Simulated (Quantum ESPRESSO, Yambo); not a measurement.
# BN (P6_3/mmc): Bethe-Salpeter spectra with Yambo, part 3 of 3

Aim: the absorption spectrum of BN (P6_3/mmc) with electron-hole interaction, and what each part of the kernel does.

Quantum ESPRESSO 7.5 and Yambo 5.3.0; PBE and many-body steps on it, plane waves. Known limits of the many-body steps: not at the basis limit; coarse k mesh; bindings not settled in the k mesh.

So far. Step 10 (Finite momentum (q 3)): The lowest state lies at 5.201 eV.

### 12. Negative scissors

Level of this step: Bethe-Salpeter equation on PBE with a scissors shift, plane waves, norm-conserving pseudopotentials (Yambo).

The input, bse10.in:

```
optics
bss
bse
em1s
dipoles
rim_cut
RandQpts= 1000000
RandGvec= 1 RL
Chimod= "HARTREE"
BSKmod= "SEX"
BSEmod= "resonant"
BSSmod= "d"
BSENGexx= 30 Ry
BSENGBlk= 6 Ry
% BSEQptR
 1 | 1 |
%
% BSEBands
 5 | 10 |
%
% BEnRange
 0 | 9 | eV
%
% BDmRange
 0.1 | 0.1 | eV
%
BEnSteps= 181
% BLongDir
 1 | 0 | 0 |
%
% BndsRnXs
 1 | 78 |
%
NGsBlkXs= 6 Ry
% LongDrXs
 1 | 1 | 1 |
%
% KfnQP_E
 -3.0 | 1.0 | 1.0 |
%
WRbsWF
```

Launch:

```console
$ OMP_NUM_THREADS=1 mpirun -n 4 yambo -F bse10.in -J bse10,bse3_W -C bse10 > bse10.log
```

The program printed:

```text
 Yambo, version 5.3.0

 [02] CORE Variables Setup
 =========================

  [... cell, symmetries and grids as in the set-up ...]

  [02.05] Energies & Occupations
  ==============================

  [X] === General ===
  [X] Electronic Temperature                        :  0.000000  0.000000 [eV K]
  [X] Bosonic    Temperature                        :  0.000000  0.000000 [eV K]
  [X] Finite Temperature mode                       : no
  [X] El. density                                   :  0.44236E+24 [cm-3]
  [X] Fermi Level                                   :  4.698546 [eV]

  [X] === Gaps and Widths ===
  [X] Conduction Band Min                           :  4.314160 [eV]
  [X] Valence Band Max                              :  0.000000 [eV]
  [X] Filled Bands                                  :   8
  [X] Empty Bands                                   :    9  158
  [X] Direct Gap                                    :  4.669575 [eV]
  [X] Direct Gap localized at k                     :  21
  [X] Indirect Gap                                  :  4.314160 [eV]
  [X] Indirect Gap between kpts                     :  21  10
  [X] Last valence band width                       :  3.190982 [eV]
  [X] 1st conduction band width                     :  3.840425 [eV]

 [03] Transferred momenta grid and indexing
 ==========================================

 IBZ Q-points                                      :  24
 BZ  Q-points                                      :  144

 K/Q-points units:
 rlu = crystal or reduced units; cc = cartesian coordinates; iku = interal k-units

 Q [ 1]         [rlu]:  0.000000  0.000000  0.000000
 Q [ 2]         [rlu]:  0.000000  0.000000  0.250000
 Q [ 3]         [rlu]:  0.000000  0.000000 -0.500000
[...]
[K+QP] Fermi Level                                :  0.000000 [eV]

  [K+QP] === Gaps and Widths ===
  [K+QP] Conduction Band Min                        :  1.314160 [eV]
  [K+QP] Valence Band Max                           :  0.000000 [eV]
  [K+QP] Filled Bands                               :   8
  [K+QP] Empty Bands                                :    9  158
  [K+QP] Direct Gap                                 :  1.669575 [eV]
  [K+QP] Direct Gap localized at k                  :  21
  [K+QP] Indirect Gap                               :  1.314160 [eV]
  [K+QP] Indirect Gap between kpts                  :  21  10
  [K+QP] Last valence band width                    :  3.190982 [eV]
  [K+QP] 1st conduction band width                  :  3.840425 [eV]

  [coarse-grid] Minimum Bare Gap        [ev]:  4.314160
  [coarse-grid] Minimum Gap Correction  [ev]: -3.000000

  Eqp @ K [ 1]
  -17.77871 -17.49114  -6.19422  -4.10671  -1.34245  -1.34245  -1.30613  -1.30613
    2.27473   7.26323   8.64362   8.64362   8.76415   8.76415   9.23802  10.00269
  Eqp @ K [ 2]
  -17.73883 -17.53564  -5.93940  -4.48343  -1.33726  -1.33726  -1.31189  -1.31189
[...]
Eqp @ K [ 3]
[...]
Eqp @ K [ 8]
[...]
Eqp @ K [ 9]
[...]
[... 5 further rows ...]
    3.87791   4.43626   5.99552   7.30699   8.64467  10.87294  13.79794  15.63069
    2.24332   2.84416   7.94444   9.11472   9.94246  10.25166  12.27124  14.54416

 [06] Dipoles
 ============

  [06.01] Setup: observables and procedures
  =========================================

  [WARNING] [r,Vnl^pseudo] included in position and velocity dipoles.

  [WARNING] In case H contains other non local terms, these are neglected

 [07] Static Dielectric Matrix
 =============================

    [08.01.05.02] Main kernel loop
    ==============================

    [08.01.05.03] Wave-Function Phases
    ==================================

    [BSE] WF phases found       :  77.08333 [o/o]

   [08.01.06] BSE solver(s) @q1
   ============================

   [08.01.07] Diago Solver @q1
   ===========================

 [11] Game Over & Game summary
```

It took 29 s on 4 MPI ranks of AMD EPYC 7571, shared host; peak memory 1.1 GiB; 1.9 min of CPU time.

The run ended normally, though the input holds a fault or crude settings.

The fault put into this input: negative scissors.

### 13. Empty states on the mesh, 9×9×4 mesh, 46 bands

This step: Quantum ESPRESSO 7.5; DFT, PBE, plane waves, norm-conserving pseudopotentials.

The input, pw.in:

```
&control
  calculation = 'nscf'
  prefix = 'x'
  outdir = 'o'
  pseudo_dir = 'pseudo'
/
&system
  ibrav = 0
  nat = 4
  ntyp = 2
  ecutwfc = 72.0
  nbnd = 46
  force_symmorphic = .true.
/
&electrons
  conv_thr = 1e-9
  electron_maxstep = 80
  diago_full_acc = .true.
  diago_thr_init = 5e-6
/
ATOMIC_SPECIES
  B 10.81 B.upf
  N 14.007 N.upf
CELL_PARAMETERS angstrom
  2.5039900000 0.0000000000 0.0000000000
  -1.2519950000 2.1685189508 0.0000000000
  0.0000000000 0.0000000000 6.6612000000
ATOMIC_POSITIONS crystal
  B 0.3333333333 0.6666666667 0.2500000000
  B 0.6666666667 0.3333333333 0.7500000000
  N 0.3333333333 0.6666666667 0.7500000000
  N 0.6666666667 0.3333333333 0.2500000000
K_POINTS automatic
  9 9 4 0 0 0
```

Launch:

```console
$ OMP_NUM_THREADS=1 mpirun -n 4 pw.x -nk 4 -in pw.in > pw.out
```

The program printed:

```text
[banner, memory and clock lines left out]
Program PWSCF v.7.5 starts

     Atomic positions and unit cell read from directory:
     o/x.save/

     Message from routine setup:
     using ibrav=0 with symmetry is DISCOURAGED, use correct ibrav instead

     G-vector sticks info

     bravais-lattice index     =            0
     lattice parameter (alat)  =       4.7319  a.u.
     unit-cell volume          =     244.0871 (a.u.)^3
     number of atoms/cell      =            4
     number of atomic types    =            2
     number of electrons       =        16.00
[...]
k = 0.0000 0.0000 0.0940 (  2524 PWs)   bands (ev):

[...]
48.6654  49.0715  49.0715  50.9889  53.5927  55.8534

          k = 0.0000 0.0000-0.1880 (  2518 PWs)   bands (ev):

[...]
34.4543  34.4543  37.3606  37.3606  37.3606  37.3606  39.7966  39.7966
    44.2347  44.2348  44.5476  44.5476  44.5476  44.5476  47.0478  47.0478
    47.0478  47.0478  48.7482  48.7482  56.4498  56.4498

          k = 0.0000 0.1283 0.0000 (  2523 PWs)   bands (ev):

     [... further k-points ...]

     highest occupied, lowest unoccupied level (ev):     4.6985    9.1282

     XML data file, pseudopotentials, collected wavefunctions
```

It took 15 s on 4 MPI ranks; peak memory 0.25 GiB; 60 s of CPU time.

This step gave:

- gap: 4.430 eV
- k of the valence top: 0.3333, 0.3333, -0.5
- k of the conduction bottom: 0.1111, 0.4444, 0
- least direct gap: 4.670 eV
- k points computed: 43
- lowest point of the top converged band, above the valence top: 48.39 eV

On this mesh the gap is 4.430 eV.

### 14. Conversion and set-up

This step: Yambo 5.3.0; conversion and set-up on PBE, plane waves, norm-conserving pseudopotentials.

Launch:

```console
$ (cd o/x.save; p2y > p2y.log; mv SAVE ../..); yambo > setup.log
```

The program printed:

```text
 Yambo, version 5.3.0

 [02] CORE Variables Setup
 =========================

  [02.01] Unit cells
  ==================

  Cell kind             :  HCP
  Atoms in the cell     :  B  N
  number of B  atoms    :  2
  number of N  atoms    :  2

  List of atomic masses
  Mass of B     :  10.81000
  Mass of N     :  14.00700

  List of atomic coordinates    : [cc]
  B1       : -0.23659E-09   2.7319       3.1470      order 1
  B2       :  2.365928  1.365969  9.440883  order 2
  N1       : -0.23659E-09   2.7319       9.4409      order 3
[...]
rlu = crystal or reduced units; cc = cartesian coordinates; iku = interal k-units

 Q [ 1]         [rlu]:  0.000000  0.000000  0.000000
 Q [ 2]         [rlu]:  0.000000  0.000000  0.250000
 Q [ 3]         [rlu]:  0.000000  0.000000 -0.500000
[...]
Q [ 8]         [rlu]:  0.60328E-17  0.22222      0.25000
 Q [ 9]         [rlu]:  0.60328E-17  0.22222     -0.50000
 Q [10]         [rlu]:  0.90491E-17  0.33333       0.0000
     [... 31 further rows ...]
 Q [42]         [rlu]: -0.111111  0.444444 -0.250000
 Q [43]         [rlu]: -0.222222  0.555556 -0.250000

  [03.01] X indexes
  =================

   [03.01.01] Sigma indexes
   ========================

 [06] Game Over & Game summary
```

Wall time 5.3 s (1 MPI rank); peak memory 0.25 GiB.

### 15. k mesh (9×9×4)

This step: Bethe-Salpeter equation on PBE with a scissors shift, plane waves, norm-conserving pseudopotentials.

The input, bse12.in:

```
optics
bss
bse
em1s
dipoles
rim_cut
RandQpts= 1000000
RandGvec= 1 RL
Chimod= "HARTREE"
BSKmod= "SEX"
BSEmod= "resonant"
BSSmod= "d"
BSENGexx= 30 Ry
BSENGBlk= 4 Ry
% BSEQptR
 1 | 1 |
%
% BSEBands
 5 | 10 |
%
% BEnRange
 0 | 10 | eV
%
% BDmRange
 0.1 | 0.1 | eV
%
BEnSteps= 101
% BLongDir
 1 | 0 | 0 |
%
% BndsRnXs
 1 | 46 |
%
NGsBlkXs= 4 Ry
% LongDrXs
 1 | 1 | 1 |
%
% KfnQP_E
 1.616 | 1.0 | 1.0 |
%
WRbsWF
```

Launch:

```console
$ OMP_NUM_THREADS=1 mpirun -n 4 yambo -F bse12.in -J bse12 -C bse12 > bse12.log
```

The program printed:

```text
 Yambo, version 5.3.0

 [02] CORE Variables Setup
 =========================

  [... cell, symmetries and grids as in the set-up ...]

  [02.05] Energies & Occupations
  ==============================

  [X] === General ===
  [X] Electronic Temperature                        :  0.000000  0.000000 [eV K]
  [X] Bosonic    Temperature                        :  0.000000  0.000000 [eV K]
  [X] Finite Temperature mode                       : no
  [X] El. density                                   :  0.44236E+24 [cm-3]
[...]
[08.01.04] Independent Particles properties @q1
   ===============================================

   ==========================================================

   [BSE] Exchange components :   663
   [BSE] Correlation components :    51   427

    [08.01.05.01] Screened interaction header I/O
    =============================================

    [08.01.05.02] Main kernel loop
    ==============================

    [08.01.05.03] Wave-Function Phases
    ==================================

    [BSE] WF phases found       :  85.65891 [o/o]

   [08.01.06] BSE solver(s) @q1
   ============================

   [08.01.07] Diago Solver @q1
   ===========================

 [11] Game Over & Game summary
```

Wall time 9.6 min (4 MPI ranks); peak memory 2.2 GiB.

This step gave:

| Item | Value |
| --- | --- |
| transitions in the window | 2592 |
| direct gap of the transition levels | 6.286 eV |
| lowest state | 5.359 eV |
| first strong exciton (over a fiftieth of the strongest listed) | 5.404 eV |
| binding of the lowest state below the direct gap | 0.9261 eV |
| Coulomb term of one mesh cell | 0.4655 eV |

The binding is 2.0 times the screened Coulomb term of one mesh cell (0.47 eV), so it is not shown settled.

The lowest state lies at 5.359 eV, 0.926 eV under the direct gap.

The ε₂ has structure finer than the step of the table below, so its rows give means over 0.25 eV, whole bins alone (the curve runs from 0 to 10 eV). Peaks (eV: height): BSE 5.400: 40.3, 6.000: 13.4; no electron-hole interaction 7.200: 21.6, 8.000: 8.71, 9.200: 4.38.

Field along x; broadening 0.1 eV; transition window only. Limits: finite bands, cutoff and mesh; exciton not shown settled in the k mesh. Table of ε₂ by photon energy; means over each step:

```csv
photon energy (eV),BSE,no electron-hole interaction
0.25,0.0230,0.0131
0.50,0.0252,0.0140
0.75,0.0279,0.0151
1.00,0.0309,0.0163
1.25,0.0345,0.0176
1.50,0.0388,0.0192
1.75,0.0439,0.0209
2.00,0.0501,0.0229
2.25,0.0578,0.0252
2.50,0.0675,0.0279
2.75,0.0798,0.0310
3.00,0.0959,0.0347
3.25,0.118,0.0392
3.50,0.148,0.0446
3.75,0.192,0.0512
4.00,0.260,0.0596
4.25,0.375,0.0703
4.50,0.594,0.0844
4.75,1.10,0.103
5.00,2.91,0.131
5.25,16.3,0.172
5.50,22.2,0.241
5.75,6.76,0.377
6.00,11.1,0.806
6.25,9.00,2.82
6.50,3.43,4.98
6.75,1.34,5.60
7.00,1.27,7.80
7.25,1.99,17.4
7.50,1.05,9.18
7.75,0.699,5.08
8.00,0.488,7.69
8.25,0.871,4.17
8.50,1.41,1.85
8.75,0.660,1.14
9.00,0.426,2.65
9.25,0.338,3.61
9.50,0.320,2.28
9.75,0.244,1.34
```

The window of bands is narrower than in the first exciton run, so this row is not like for like with it.

### 16. The runs together

Times are wall times on 4 MPI ranks of AMD EPYC 7571, shared host, good to a factor of about two.

```csv
run,mesh,transitions,broadening (eV),direct gap (eV),lowest state (eV),binding (eV),mesh cell's term (eV),tallest peak (eV),height,time
excitons,6×6×4,5184,0.1,6.286,5.173,1.112,0.611,5.20,34.5,21 min
triplet (no exchange term),6×6×4,1152,0.1,6.286,5.103,1.183,0.611,-,-,28 s
field along z,6×6×4,5184,0.1,6.286,-,-,-,10.20,15.2,97 s
beyond Tamm-Dancoff,6×6×4,1152,0.1,6.286,5.179,1.107,0.611,5.20,32.9,2.2 min
finite momentum (q 2),6×6×4,1152,0.1,-,5.189,-,-,7.00,2.21,25 s
finite momentum (q 3),6×6×4,1152,0.1,-,5.201,-,-,5.70,1.44,27 s
RPA with local fields (no direct term),6×6×4,5184,0.1,6.286,-,-,-,8.20,15.2,34 s
k mesh (9×9×4),9×9×4,2592,0.1,6.286,5.359,0.926,0.466,5.40,40.3,9.6 min
```

### 17. Results

```yaml
excitons: lowest state 5.173 eV (not settled in the k mesh)
triplet_no_exchange_term: lowest state 5.103 eV (not settled in the k mesh)
field_along_z: tallest peak 10.2 eV
beyond_tamm_dancoff: lowest state 5.179 eV (not settled in the k mesh)
finite_momentum_q_2: lowest state 5.189 eV (not settled in the k mesh)
finite_momentum_q_3: lowest state 5.201 eV (not settled in the k mesh)
rpa_with_local_fields_no_direct_term: tallest peak 8.2 eV
k_mesh_9x9x4: lowest state 5.359 eV (not settled in the k mesh)
```

In words: On the 6×6×4 mesh the lowest exciton lies at 5.173 eV, 1.112 eV below the direct gap; one cell of the mesh carries a screened Coulomb term of 0.61 eV by a cubic estimate, rough for this lattice, so this binding is not shown settled. That state is dark or weak; the first strong one lies at 5.193 eV. Bindings below are those of the lowest state. Triplet (no exchange term), against «excitons (6×6×4)»: the lowest state moves by −0.070 eV (keys changed: BSEBands, BSENGexx, BEnRange, BEnSteps and the band window). Triplets are dark. Field along z, against «excitons (6×6×4)»: the tallest peak goes from 5.20 eV to 10.20 eV (keys changed: BSSmod, BLongDir and BSHayTrs). Beyond Tamm-Dancoff, against «excitons (6×6×4)»: the lowest state stays within 0.01 eV (keys changed: BSEBands, BSEmod, BEnRange, BEnSteps and the band window). Finite momentum (q 2), against «excitons (6×6×4)»: the lowest state moves by +0.016 eV (keys changed: BSEBands, BSEQptR, BEnRange, BEnSteps and the band window). Finite momentum (q 3), against «excitons (6×6×4)»: the lowest state moves by +0.028 eV (keys changed: BSEBands, BSEQptR, BEnRange, BEnSteps and the band window). RPA with local fields (no direct term), against «excitons (6×6×4)»: the tallest peak goes from 5.20 eV to 8.20 eV (keys changed: BSKmod, BSSmod and BSHayTrs). k mesh (9×9×4), against «excitons (6×6×4)»: the lowest state moves by +0.186 eV (keys changed: BndsRnXs, NGsBlkXs, BSEBands, BSENGBlk, BEnRange, BEnSteps, the mesh and the band window). A rigid shift treats all transitions alike. In the G0W0 table the openings from the upper filled bands to the empty bands at the same k run from +1.36 to +2.34 eV (median +1.62), where the shift is +1.62 eV, so peaks stand off by such differences. Lines within a few meV of each other can be one level split by numerical noise, or distinct levels. Screening is static and electronic alone, and only transitions inside the band window count. The 6×6×4 mesh is coarse for this cell, which bears on the long-range parts of exchange and screening.

[Paths, hosts, dates, memory and timing lines, banners, echoed tables and standing remarks are left out of the program output.]

[Logs are printed without paths, hosts, clocks, repeated set-up lines and the standing remarks that a program may print on its own settings, such as how far it seeks lower states.]

[Runs of the session that timed out or met a known fault of the program may be left out.]

[Hosts, paths, dates, database ids (printed as entryN), source tags and the programs' standing remarks are cut or masked in the printed files.]
